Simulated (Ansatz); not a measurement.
# SnSe (model cell, started as zinc blende): a soft mode frozen in, part 2 of 3

Aim: this structure of SnSe (model cell, started as zinc blende) is to be tested for unstable modes, and one is followed downhill.

Ansatz 0.2.0; DFT PBEsol, scalar-relativistic, plane waves, PAW.

So far, highest frequency on the path or at a solved wavevector (cm⁻¹): step 2 (response at finite wavevector) 137. Also lowest frequency on the path (cm⁻¹): step 2 -57.8.

The structure was built from a prototype and need not be the compound's stable phase.

## (4) The mode frozen in, largest atomic shift 0.32 Å

The atoms are moved along the unstable eigenvector, the largest shift by 0.32 Å, with the cell fixed.

Contents of input.yaml:

```yaml
crystal:
  lattice:
    - [0.0, -3.3296317145, -3.3296317145]
    - [0.0, 3.3296317145, -3.3296317145]
    - [6.6592634289, 0.0, 0.0]
  atoms:
    - { symbol: Sn, position: [0.5097076937, 0.5097076937, 0.5] }
    - { symbol: Sn, position: [-0.0097076937, -0.0097076937, 0.0] }
    - { symbol: Se, position: [0.0480533626, 0.4519466374, 0.75] }
    - { symbol: Se, position: [0.4519466374, 0.0480533626, 0.25] }
kpoints:
  mp_grid: { grid: [8, 8, 6] }
hamiltonian:
  xc: pbesol
scf:
  occupations: { method: methfessel_paxton, width: 0.15 }
output:
  forces: true
  stress: true
  eigenvalues: true
  write_density: true
  write_potential: true
  elf: true
  volumetric_format: npy
```

Launch:

```console
$ ansatz run input.yaml --threads 4 --pin off --max-ram 7168MiB --backend cpu --events-out ev --progress --plain --runs-dir out
```

Numbers of over 12 decimals in the logs are rounded to 6 here.

The log of the run:

```text
[...]
Crystal: 4 atoms, lattice volume = 147.655 Å³
Basis set: ecut = 420 eV, 2887 PW (Γ), exchange–correlation on 64×64×90 points (8 copies of the dense FFT grid, shifted against one another)
Bands: 36, of which v1, the nominal top of the filled ones, is band 30 counted from 1 (29 counted from 0)
Symmetry: 4 space group operations
[...]
k-points: 84 of 384 (time reversal used)
[...]
k-point 0: bands = [... 26 lower, 3.3014, 3.3901, 3.4805, 4.8234, 5.6103, 6.9617, 7.0658, 7.4713, ... 2 higher]
  k-point 1: bands = [... 26 lower, 3.1902, 3.2679, 3.6913, 4.8151, 5.6546, 6.7587, 7.2502, 7.6943, ... 2 higher]
  k-point 2: bands = [... 26 lower, 2.9224, 2.9699, 4.1490, 4.7663, 5.7797, 6.3605, 7.7731, 8.1931, ... 2 higher]
  k-point 83: bands = [... 26 lower, 1.8863, 1.8863, 5.4801, 5.4801, 7.2567, 7.2567, 7.9953, 7.9953, ... 2 higher]
[key lines of the parts left out:]
SCF converged after 8 iterations
Free energy (F): -22748.439172 eV
Fermi energy:    5.621080 eV
P = ⅓ Tr σ = -0.1738 GPa (-1.738 kbar)
```

The job ended after 11 s (4 threads of Arm Neoverse V2, shared host; peak memory 0.63 GiB; 44 s of CPU time).

This step gave:

| Item | Value |
| --- | --- |
| pressure | -0.1738 GPa |
| energy from the undistorted cell | -11.92 meV/atom |

The energy, extrapolated to zero smearing, is -11.92 meV/atom against the undistorted cell.

The run ends at a pressure of -0.17 GPa, with forces up to 0.19 eV/Å.

## (5) Energy along the mode, all amplitudes (two of the runs are shown above)

An imaginary frequency means negative curvature, so the energy should fall and then rise again as anharmonic terms take over.

Numbers from this step:

```yaml
depth_at_the_lowest_point_sampled: 11.92 meV/atom
largest_atomic_shift_at_that_point: 0.32 Å
```

The energy from the parent by largest atomic shift:

```csv
largest atomic shift (Å),energy from the parent (meV/atom)
0.000,0
0.040,-0.373
0.080,-1.47
0.140,-4.14
0.220,-8.23
0.320,-11.9
0.450,-10.1
0.600,5.93
```

Displacement at unit largest shift by atom:

| atom | x (Å) | y (Å) | z (Å) | size |
| --- | --- | --- | --- | --- |
| Sn1 | 0.00 | 0.00 | -0.20 | 0.20 |
| Sn2 | 0.00 | 0.00 | 0.20 | 0.20 |
| Se3 | 0.00 | -1.00 | 0.00 | 1.00 |
| Se4 | 0.00 | 1.00 | 0.00 | 1.00 |

The lowest of the steps tried is at 0.32 Å, 11.9 meV/atom below the parent; the bottom of the well need not coincide with a step.

## (6) Relaxation from the frozen mode

Starting from the lowest point found, all atoms and the cell are let go, so that strain and other modes of the same symmetry can join in.

Edit input.yaml of step 4 so:

```diff
@@ -20,5 +20,6 @@
   eigenvalues: true
-  write_density: true
-  write_potential: true
-  elf: true
-  volumetric_format: npy
+relax:
+  adjacent_minimum: "off"
+  f_tol: 0.002
+  max_steps: 120
+  cell: { stress_tol: 0.03 }
```

The log of the run:

```text
[...]
Crystal: 4 atoms, lattice volume = 147.655 Å³
Basis set: ecut = 420 eV, 2887 PW (Γ), exchange–correlation on 64×64×90 points (8 copies of the dense FFT grid, shifted against one another)
Bands: 36, of which v1, the nominal top of the filled ones, is band 30 counted from 1 (29 counted from 0)
Symmetry: 4 space group operations
[...]
k-points: 84 of 384 (time reversal used)
[...]
SCF iter   1: F=—  HF=-22748.441435 eV  |F-HF|=—  |Δ(HF+E_count)|=         —  Δρ=1.72e-3  dr2=3.57e-3  ethr=1.77e-3  ⟨swp⟩=6.3  Hψ=12031  notcnv=0
[...]
SCF iter   8: F=-22748.439172 eV  HF=-22748.439172 eV  |F-HF|=3.30e-8  |Δ(HF+E_count)|=   1.25e-7  S|Δr|=    0.00e0  Δρ=4.54e-6  dr2=2.91e-8  ethr=1.67e-10  ⟨swp⟩=8.6  Hψ=12945  notcnv=0
SCF 1 converged in 8 iterations: F = -22748.439172 eV  dr2 = 2.91e-8
[...]
relax step   1: F+E_penalty+E_count = -22748.43917179 eV  Δ(F+E_penalty+E_count) = +0.000e0 eV  max|allowed force component| = 1.934e-1 eV/Å  Δτ_max = 0.0000 Å  P = -0.174 GPa  Ω = 147.655 Å³  (8 SCF iters, dr2 threshold 1.00e-7 eV, accepted)
Crystal: 4 atoms, lattice volume = 144.169 Å³
Basis set: ecut = 420 eV, 2819 PW (Γ), exchange–correlation on 64×64×90 points (8 copies of the dense FFT grid, shifted against one another)
[...]
SCF iter   7: F=-22748.504288 eV  HF=-22748.504288 eV  |F-HF|=1.65e-9  |Δ(HF+E_count)|=   4.73e-7  S|Δr|=    0.00e0  Δρ=3.94e-6  dr2=1.12e-8  ethr=6.67e-10  ⟨swp⟩=7.0  Hψ=13986  notcnv=0
SCF 2 converged in 7 iterations: F = -22748.504288 eV  dr2 = 1.12e-8
relax step   2: F+E_penalty+E_count = -22748.50428806 eV  Δ(F+E_penalty+E_count) = -6.512e-2 eV  max|allowed force component| = 9.168e-2 eV/Å  Δτ_max = 0.1533 Å  P = -0.596 GPa  Ω = 144.169 Å³  energy of the carried Pulay correction = +4.363e-4 eV  (7 SCF iters, dr2 threshold 4.00e-7 eV, accepted)
Crystal: 4 atoms, lattice volume = 138.991 Å³
Basis set: ecut = 420 eV, 2727 PW (Γ), exchange–correlation on 64×64×90 points (8 copies of the dense FFT grid, shifted against one another)
[...]
SCF iter   8: F=-22748.605520 eV  HF=-22748.605520 eV  |F-HF|=2.73e-8  |Δ(HF+E_count)|=   6.97e-7  S|Δr|=    0.00e0  Δρ=3.84e-6  dr2=2.83e-8  ethr=6.67e-10  ⟨swp⟩=7.0  Hψ=13950  notcnv=0
SCF 3 converged in 8 iterations: F = -22748.605520 eV  dr2 = 2.83e-8
relax step   3: F+E_penalty+E_count = -22748.60552040 eV  Δ(F+E_penalty+E_count) = -1.012e-1 eV  max|allowed force component| = 9.813e-2 eV/Å  Δτ_max = 0.1160 Å  P = -0.649 GPa  Ω = 138.991 Å³  energy of the carried Pulay correction = +1.104e-3 eV  (8 SCF iters, dr2 threshold 4.00e-7 eV, accepted)
[... from here on, the SCF cycles and remarks between the steps are left out ...]
relax step   4: F+E_penalty+E_count = -22748.72906776 eV  Δ(F+E_penalty+E_count) = -1.235e-1 eV  max|allowed force component| = 9.585e-2 eV/Å  Δτ_max = 0.1105 Å  P = -0.802 GPa  Ω = 133.964 Å³  energy of the carried Pulay correction = +1.776e-3 eV  (7 SCF iters, dr2 threshold 4.00e-7 eV, accepted)
relax step   5: F+E_penalty+E_count = -22748.84638360 eV  Δ(F+E_penalty+E_count) = -1.173e-1 eV  max|allowed force component| = 3.011e-1 eV/Å  Δτ_max = 0.0998 Å  P = -0.225 GPa  Ω = 127.464 Å³  energy of the carried Pulay correction = +2.681e-3 eV  (7 SCF iters, dr2 threshold 4.00e-7 eV, accepted)
relax step   6: F+E_penalty+E_count = -22748.97943074 eV  Δ(F+E_penalty+E_count) = -1.330e-1 eV  max|allowed force component| = 2.303e-1 eV/Å  Δτ_max = 0.1181 Å  P = +0.393 GPa  Ω = 121.226 Å³  energy of the carried Pulay correction = +3.591e-3 eV  (8 SCF iters, dr2 threshold 4.00e-7 eV, accepted)
relax step   7: F+E_penalty+E_count = -22749.09414734 eV  Δ(F+E_penalty+E_count) = -1.147e-1 eV  max|allowed force component| = 2.848e-1 eV/Å  Δτ_max = 0.1611 Å  P = -0.166 GPa  Ω = 117.899 Å³  energy of the carried Pulay correction = +4.093e-3 eV  (8 SCF iters, dr2 threshold 4.00e-7 eV, accepted)
relax step   8: F+E_penalty+E_count = -22749.18658524 eV  Δ(F+E_penalty+E_count) = -9.244e-2 eV  max|allowed force component| = 2.527e-1 eV/Å  Δτ_max = 0.1351 Å  P = +0.557 GPa  Ω = 112.707 Å³  energy of the carried Pulay correction = +4.904e-3 eV  (6 SCF iters, dr2 threshold 4.00e-7 eV, accepted)
relax step   9: F+E_penalty+E_count = -22749.27719181 eV  Δ(F+E_penalty+E_count) = -9.061e-2 eV  max|allowed force component| = 2.702e-1 eV/Å  Δτ_max = 0.1801 Å  P = +0.558 GPa  Ω = 109.594 Å³  energy of the carried Pulay correction = +5.406e-3 eV  (6 SCF iters, dr2 threshold 4.00e-7 eV, accepted)
relax step  10: F+E_penalty+E_count = -22749.35360427 eV  Δ(F+E_penalty+E_count) = -7.641e-2 eV  max|allowed force component| = 1.238e-1 eV/Å  Δτ_max = 0.1950 Å  P = -0.877 GPa  Ω = 111.043 Å³  energy of the carried Pulay correction = +5.171e-3 eV  (5 SCF iters, dr2 threshold 4.00e-7 eV, accepted)
relax step  11: F+E_penalty+E_count = -22749.38566904 eV  Δ(F+E_penalty+E_count) = -3.206e-2 eV  max|allowed force component| = 2.301e-1 eV/Å  Δτ_max = 0.1966 Å  P = +1.719 GPa  Ω = 103.717 Å³  energy of the carried Pulay correction = +6.387e-3 eV  (6 SCF iters, dr2 threshold 4.00e-7 eV, accepted)
relax step  12: F+E_penalty+E_count = -22749.43601728 eV  Δ(F+E_penalty+E_count) = -5.035e-2 eV  max|allowed force component| = 1.687e-2 eV/Å  Δτ_max = 0.1095 Å  P = -0.133 GPa  Ω = 106.663 Å³  energy of the carried Pulay correction = +5.890e-3 eV  (6 SCF iters, dr2 threshold 4.00e-7 eV, accepted)
relax step  13: F+E_penalty+E_count = -22749.43795203 eV  Δ(F+E_penalty+E_count) = -1.935e-3 eV  max|allowed force component| = 3.952e-3 eV/Å  Δτ_max = 0.0194 Å  P = +0.002 GPa  Ω = 106.410 Å³  energy of the carried Pulay correction = +5.932e-3 eV  (5 SCF iters, dr2 threshold 3.53e-7 eV, accepted)
relax step  14: F+E_penalty+E_count = -22749.43799793 eV  Δ(F+E_penalty+E_count) = -4.590e-5 eV  max|allowed force component| = 7.767e-4 eV/Å  Δτ_max = 0.0045 Å  P = +0.004 GPa  Ω = 106.417 Å³  energy of the carried Pulay correction = +5.931e-3 eV  (6 SCF iters, dr2 threshold 2.28e-9 eV, accepted)
relax step  15: F+E_penalty+E_count = -22749.43833611 eV  Δ(F+E_penalty+E_count) = -3.382e-4 eV  max|allowed force component| = 7.757e-4 eV/Å  Δτ_max = 0.0000 Å  P = +0.005 GPa  Ω = 106.417 Å³  stress off target by 3.04e-2 GPa  SCF on the basis re-selected at this cell (its energy is not comparable with the rows above)  (6 SCF iters)
relax step  16: F+E_penalty+E_count = -22749.43836682 eV  Δ(F+E_penalty+E_count) = -3.071e-5 eV  max|allowed force component| = 2.405e-4 eV/Å  Δτ_max = 0.0019 Å  P = -0.011 GPa  Ω = 106.402 Å³  energy of the carried Pulay correction = +1.626e-6 eV  (5 SCF iters, dr2 threshold 2.31e-9 eV, accepted)
relax step  17: F+E_penalty+E_count = -22749.43840059 eV  Δ(F+E_penalty+E_count) = -3.377e-5 eV  max|allowed force component| = 7.509e-4 eV/Å  Δτ_max = 0.0013 Å  P = -0.014 GPa  Ω = 106.316 Å³  energy of the carried Pulay correction = +1.426e-5 eV  (6 SCF iters, accepted)
relax step  18: F+E_penalty+E_count = -22749.43843309 eV  Δ(F+E_penalty+E_count) = -3.250e-5 eV  max|allowed force component| = 6.622e-4 eV/Å  Δτ_max = 0.0002 Å  P = -0.008 GPa  Ω = 106.196 Å³  energy of the carried Pulay correction = +3.237e-5 eV  (6 SCF iters, accepted)
[...]
SCF iter   5: F=-22749.438400 eV  HF=-22749.438400 eV  |F-HF|=7.28e-12  |Δ(HF+E_count)|=  8.00e-11  S|Δr|=    0.00e0  Δρ=4.50e-8  dr2=2.94e-12  ethr=1.00e-12  ⟨swp⟩=5.9  Hψ=13807  notcnv=0
SCF 19 converged in 5 iterations: F = -22749.438400 eV  dr2 = 2.94e-12
relax step  19: F+E_penalty+E_count = -22749.43840039 eV  Δ(F+E_penalty+E_count) = +3.270e-5 eV  max|allowed force component| = 6.625e-4 eV/Å  Δτ_max = 0.0000 Å  P = -0.008 GPa  Ω = 106.196 Å³  stress off target by 1.19e-2 GPa  SCF on the basis re-selected at this cell (its energy is not comparable with the rows above)  (5 SCF iters)
basis re-selected at this cell: Δ(F+E_penalty+E_count) = +3.270e-5 eV, ΔP = +0.000 GPa vs the last step (what re-selecting the basis moved, of the pressure what is left beyond the Pulay correction that the steps carried, after the strain that the cell walked since its last selection, with what the two solves' SCF thresholds leave and, on support functions, any second-order correction that the steps lacked; it is no m [...]
SCF converged after 5 iterations
[...]
Free energy (F): -22749.438400 eV
[...]
Internal energy: -22749.433517 eV  (E = F + TS)
E sigma→0 (E₀):  -22749.437180 eV
Entropy (-TS):   -0.004883 eV (-1.221 meV/atom)
Fermi energy:    9.534022 eV
[...]
--- Forces (eV/Å), atoms counted from 1 ---
  atom   1  Sn    -0.00000000    -0.00000000     0.00066247
  atom   2  Sn    -0.00000000    -0.00000000    -0.00066247
  atom   3  Se     0.00000000    -0.00058284     0.00000000
  atom   4  Se    -0.00000000     0.00058284     0.00000000
  max |Σ_I F_I| component: 1.90e-19 eV/Å
--- Stress (GPa, compression-positive) ---
       -0.005449      -0.000000      -0.000000
       -0.000000      -0.011901      -0.000000
       -0.000000      -0.000000      -0.006001
  P = ⅓ Tr σ = -0.0078 GPa (-0.078 kbar)
--- Band table (eV; the first three rows and the last of 84) ---
  k-point 0: bands = [... 26 lower, 7.4131, 7.7490, 7.7516, 9.4581, 10.8309, 12.3113, 12.3122, 12.3355, ... 2 higher]
  k-point 1: bands = [... 26 lower, 7.4369, 7.7277, 7.7305, 9.2285, 11.0455, 12.2781, 12.2786, 12.2916, ... 2 higher]
  k-point 2: bands = [... 26 lower, 7.5012, 7.6680, 7.6714, 8.7217, 11.5116, 12.2122, 12.2125, 12.2128, ... 2 higher]
  k-point 83: bands = [... 26 lower, 6.4587, 6.4587, 6.5794, 6.5794, 11.4673, 11.4673, 12.1422, 12.1422, ... 2 higher]
--- Relaxed structure (17 steps of the walk, 17 accepted, 2 SCFs on fresh bases) ---
  F+E_penalty+E_count = -22749.43840039 eV   max|allowed force component| = 6.625e-4 eV/Å   (the final SCF, on the basis selected at the relaxed cell)
  cell:  # Å, volume = 106.1961 Å³
    - [0.0, -3.507926, -2.024260]
    - [0.0, 3.507926, -2.024260]
    - [7.477598, 0.0, 0.0]
  atoms:
    - { symbol: Sn, position: [0.750142, 0.750142, 0.500000] }
    - { symbol: Sn, position: [-0.250142, -0.250142, 0] }
    - { symbol: Se, position: [0.083214, 0.416786, 0.750000] }
    - { symbol: Se, position: [0.416786, 0.083214, 0.250000] }
```

Elapsed: 2.9 min, on 4 threads; peak memory 0.68 GiB; 12 min of CPU time.

The steps of the relaxation:

| step | energy less that of the first step (eV) | largest force component (eV/Å) | pressure (GPa) | volume (Å³) |
| --- | --- | --- | --- | --- |
| 1 | 0.0000 | 0.1934 | -0.17 | 147.66 |
| 2 | -0.0651 | 0.0917 | -0.60 | 144.17 |
| 3 | -0.1663 | 0.0981 | -0.65 | 138.99 |
| 4 | -0.2899 | 0.0959 | -0.80 | 133.96 |
| 5 | -0.4072 | 0.3011 | -0.23 | 127.46 |
| 6 | -0.5403 | 0.2303 | 0.39 | 121.23 |
| 7 | -0.6550 | 0.2848 | -0.17 | 117.90 |
| 8 | -0.7474 | 0.2527 | 0.56 | 112.71 |
| 9 | -0.8380 | 0.2702 | 0.56 | 109.59 |
| 10 | -0.9144 | 0.1238 | -0.88 | 111.04 |
| 11 | -0.9465 | 0.2301 | 1.72 | 103.72 |
| 12 | -0.9968 | 0.0169 | -0.13 | 106.66 |
| 13 | -0.9988 | 0.0040 | 0.00 | 106.41 |
| 14 | -0.9988 | 0.0008 | 0.00 | 106.42 |
| 15* | -0.9992 | 0.0008 | 0.00 | 106.42 |
| 16 | -0.9992 | 0.0002 | -0.01 | 106.40 |
| 17 | -0.9992 | 0.0008 | -0.01 | 106.32 |
| 18 | -0.9993 | 0.0007 | -0.01 | 106.20 |
| 19* | -0.9992 | 0.0007 | -0.01 | 106.20 |

Relaxation steps marked * repeat the geometry before them on a plane-wave basis chosen anew for their cell, so energy and pressure can jump there.

The run keeps the 4 symmetry operations that it works with, so distortions that break them were not tested.

```csv
cell as run,before,after,change
a (Å),4.709,4.050,-14.0 %
b (Å),4.709,4.050,-14.0 %
c (Å),6.659,7.478,+12.3 %
γ (°),90.00,120.03,+33.4 %
volume (Å³/atom),36.91,26.55,-28.1 %
```

The atoms that moved most (Å, as changes of fractional coordinates times the final cell):

```csv
atom,dx,dy,dz,length
Sn2,0.000,0.000,0.973,0.973
Sn1,0.000,0.000,-0.973,0.973
Se3,0.000,-0.247,0.000,0.247
Se4,0.000,0.247,0.000,0.247
```

The relaxed structure:

```cif
data_structure
_symmetry_space_group_name_H-M 'P 1'
_symmetry_Int_Tables_number 1
_cell_length_a 4.0501
_cell_length_b 4.0501
_cell_length_c 7.4776
_cell_angle_alpha 90.000
_cell_angle_beta 90.000
_cell_angle_gamma 120.026
_cell_volume 106.20
loop_
_atom_site_label
_atom_site_type_symbol
_atom_site_fract_x
_atom_site_fract_y
_atom_site_fract_z
_atom_site_occupancy
Sn1 Sn 0.75014 0.75014 0.50000 1
Sn2 Sn 0.74986 0.74986 0.00000 1
Se3 Se 0.08321 0.41679 0.75000 1
Se4 Se 0.41679 0.08321 0.25000 1
```

Numbers from this step:

```yaml
pressure: -0.007783 GPa
volume_per_atom: 26.55 Å³
```

The distorted start has space group C222_1; the relaxation ends in P6_3/mmc.

## (7) The new phase in its own primitive cell

The relaxed structure is symmetrised, reduced to its primitive cell and relaxed tightly, as its phonons need.

input.yaml, the sections that differ from step 6:

```yaml
crystal:
  lattice:
    - [4.0500827199, 0.0, 0.0]
    - [-2.0250413599, 3.5074745228, 0.0]
    - [0.0, 0.0, 7.4775981915]
  atoms:
    - { symbol: Sn, position: [0.0, 0.0, 0.5] }
    - { symbol: Sn, position: [0.0, 0.0, 0.0] }
    - { symbol: Se, position: [0.3333333333, 0.6666666667, 0.75] }
    - { symbol: Se, position: [0.6666666667, 0.3333333333, 0.25] }
kpoints:
  mp_grid: { grid: [12, 12, 6] }
relax:
  adjacent_minimum: "off"
  f_tol: 0.001
  max_steps: 60
  cell: { stress_tol: 0.01 }
# hamiltonian, scf, output: as in step 6
```

The log of the run:

```text
[...]
Crystal: 4 atoms, lattice volume = 106.223 Å³
Basis set: ecut = 420 eV, 2065 PW (Γ), exchange–correlation on 60×60×100 points (8 copies of the dense FFT grid, shifted against one another)
Bands: 36, of which v1, the nominal top of the filled ones, is band 30 counted from 1 (29 counted from 0)
Symmetry: 24 space group operations
[...]
k-points: 76 of 864
[...]
--- Relaxed structure (3 steps of the walk, 3 accepted, 1 SCFs on fresh bases) ---
[...]
cell:  # Å, volume = 106.3274 Å³
    - [4.050471, -2.8870361276718166e-11, 0]
    - [-2.025236, 3.507811, 0]
    - [0, 0, 7.483477]
  atoms:
    - { symbol: Sn, position: [0, 0, 0.500000] }
    - { symbol: Sn, position: [0, 0, 0] }
    - { symbol: Se, position: [0.333333, 0.666667, 0.750000] }
    - { symbol: Se, position: [0.666667, 0.333333, 0.250000] }
[key lines of the parts left out:]
SCF converged after 6 iterations
Free energy (F): -22749.442324 eV
Fermi energy:    9.568739 eV
P = ⅓ Tr σ = -0.0017 GPa (-0.017 kbar)
```

Wall time 12 s (4 threads); peak memory 0.58 GiB.

Little changed from the start: no atom moved by 0.005 Å and no cell edge by 0.1 %.

This step gave:

```yaml
pressure: -0.001729 GPa
volume_per_atom: 26.58 Å³
```

The forces vanish by symmetry and the pressure is -0.002 GPa, within the tolerances set. The cell now holds 26.58 Å³/atom.

(Continued in part 3 of 3.)

[Logs are printed without paths, hosts, clocks, repeated set-up lines and the standing remarks that a program may print on its own settings, such as how far it seeks lower states.]

[Hosts, paths, dates, database ids (printed as entryN), source tags and the programs' standing remarks are cut or masked in the printed files.]
